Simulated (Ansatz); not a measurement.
# C: the cost of one run

Computed with Ansatz 0.2.0 (DFT PBE+D3(BJ), scalar-relativistic, plane waves, PAW, unless a step's input says otherwise).

3 further runs of the same task are left out: 1 that didn't finish, 2 set aside as unsound or not needed. Runs told in other sessions of the task aren't counted.

## (1) The structure to begin with

It takes space group R-3m (No. 166, trigonal). Conventional cell: a = 2.465 Å, b = 2.465 Å, c = 10.083 Å, α = 90.00°, β = 90.00°, γ = 120.00°. C (site symmetry 3m) has 3 C at 1.42 Å in its first shell of neighbours.

Coordinates:

```xyz
2
Lattice="1.2325 0.7116 3.3609 -1.2325 0.7116 3.3609 0.0000 -1.4231 3.3609" Properties=species:S:1:pos:R:3 pbc="T T T"
C     0.0000    0.0000    1.6798
C     0.0000    0.0000    8.4031
```

This cell was relaxed beforehand with the same method: volume 8.84 Å³/atom, gap on the mesh 0.65 eV.

## (2) The scan

Rigid slide and opening across a plane, one cut a cell; the plane is (0 1 2) of the conventional cell.

The axes are (1) slide along a1 − a2 (4.404 Å): 6 values from 0.000 to 0.833, periodic; (2) opening across the cut: 5 values from −0.25 to 2.20 Å.

Nothing else is relaxed (rigid halves). Energies count from the perfect crystal. Points are written as (first, second).

## (3) Point (0.167, 0.00 Å)

input.yaml

```yaml
crystal:
  lattice:
    - [0.0, 1.423146389, -3.36093664]
    - [-2.4649618524, 0.0, 0.0]
    - [-0.8216539508, 9.4876425934, 2.8007805333]
  atoms:
    - { symbol: C, position: [0.4224116855, 1.1111205843, 0.8666382472] }
    - { symbol: C, position: [0.7557450189, 0.3777872509, 0.0666382472] }
    - { symbol: C, position: [0.9224116855, 0.8111205843, 0.2666382472] }
    - { symbol: C, position: [0.0890783522, 0.2444539176, 0.4666382472] }
    - { symbol: C, position: [0.2557450189, 0.6777872509, 0.6666382472] }
    - { symbol: C, position: [0.8109216478, 0.8555460824, 0.1333617528] }
    - { symbol: C, position: [-0.0224116855, 0.2888794157, 0.3333617528] }
    - { symbol: C, position: [0.1442549811, 0.7222127491, 0.5333617528] }
    - { symbol: C, position: [0.3109216478, 0.1555460824, 0.7333617528] }
    - { symbol: C, position: [0.4775883145, 0.5888794157, 0.9333617528] }
basis:
  ecutwfc: 520.0
kpoints:
  mp_grid: { grid: [7, 11, 3] }
hamiltonian:
  xc: pbe
  pseudopotentials: { kind: paw, azcp: { folder: soft_1 } }
  dispersion: d3bj
scf:
  occupations: { method: gaussian, width: 0.05 }
output:
  forces: true
  stress: true
  eigenvalues: true
```

Run with:

```sh
$ ansatz run input.yaml --threads 2 --pin off --max-ram 4096MiB --backend cpu --events-out ev --progress --plain --runs-dir out
```

Q: Estimate wall time and peak memory on 2 threads of Arm Neoverse N1, shared host.

About 27 s, with a peak of 0.56 GiB.
